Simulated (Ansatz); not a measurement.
## In: computed DOS

```
CELL_PARAMETERS angstrom
-1.62615 1.62615 2.47395
1.62615 -1.62615 2.47395
1.62615 1.62615 -2.47395
ATOMIC_POSITIONS crystal
In 0.00000 0.00000 0.00000
```

The cell is COD entry 9017523, as deposited and not checked against the literature; nothing was relaxed.

Spin–orbit coupling is left out, though it moves levels of the heavy atoms by tenths of an eV or more.

These are results of Ansatz 0.2.0, DFT, PBE, all-electron LAPW, scalar-relativistic, not measurements.

Sampling and basis: a Γ-centred 12×12×14 k mesh, Fermi–Dirac smearing of 0.05 eV, basis error target 1 meV/atom, no spin polarisation; this mesh doesn't keep the crystal's whole symmetry, which leaves small spurious terms.

States per eV and cell, averaged over 0.4 eV, from -9.4 to 5.6 eV, with energies (bin centres) from the Fermi level; empty bins are left out. 

| E (eV) | total |
| --- | --- |
| -9.3 | 0.06 |
| -8.9 | 0.12 |
| -8.5 | 0.15 |
| -8.1 | 0.18 |
| -7.7 | 0.21 |
| -7.3 | 0.23 |
| -6.9 | 0.25 |
| -6.5 | 0.27 |
| -6.1 | 0.29 |
| -5.7 | 0.30 |
| -5.3 | 0.32 |
| -4.9 | 0.36 |
| -4.5 | 0.42 |
| -4.1 | 0.42 |
| -3.7 | 0.37 |
| -3.3 | 0.35 |
| -2.9 | 0.36 |
| -2.5 | 0.36 |
| -2.1 | 0.35 |
| -1.7 | 0.31 |
| -1.3 | 0.39 |
| -0.9 | 0.56 |
| -0.5 | 0.54 |
| -0.1 | 0.42 |
| 0.3 | 0.42 |
| 0.7 | 0.50 |
| 1.1 | 0.52 |
| 1.5 | 0.50 |
| 1.9 | 0.51 |
| 2.3 | 0.54 |
| 2.7 | 0.56 |
| 3.1 | 0.60 |
| 3.5 | 0.63 |
| 3.9 | 0.69 |
| 4.3 | 0.68 |
| 4.7 | 0.68 |
| 5.1 | 0.65 |
| 5.5 | 0.62 |
